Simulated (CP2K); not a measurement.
The system is MgS.

```xyz
2
Lattice="4.0066 0.0000 0.0000 2.0033 3.4698 0.0000 2.0033 1.1566 3.2714" Properties=species:S:1:pos:R:3 pbc="T T T"
S     2.0033    1.1566    0.8179
Mg    0.0000    0.0000    0.0000
```

The cell comes from a database or a generator and needn't be the stable form of this composition.

Base run:

```yaml
Program: CP2K 2026.2
Functional: TASK
Potentials_or_basis: POTENTIAL_UZH S GTH-SCAN-q6, Mg GTH-SCAN-q10; TZVP-MOLOPT-SCAN-GTH basis
Density_cutoff: 19048 eV
k_mesh: 8 × 8 × 8
Occupations: fermi-dirac, width 0.05 eV
Spin: no spin polarisation
```

Its results: band gap on the k mesh 5.52 eV, direct; pressure 7.2 GPa.

Question: The run is repeated on the same cell with these changes: functional from TASK to SCAN; eps_default from 1.0E-9 to 1.0E-10. What comes out?

Answer: Band gap on the k mesh 3.97 eV, direct; pressure 0.5 GPa.

Caveats: the basis of atomic orbitals isn't converged, which shifts pressures, moduli and gaps; the potentials were made for another functional, which shifts forces and pressure (some runs).

Not every run made on this cell is shown here.
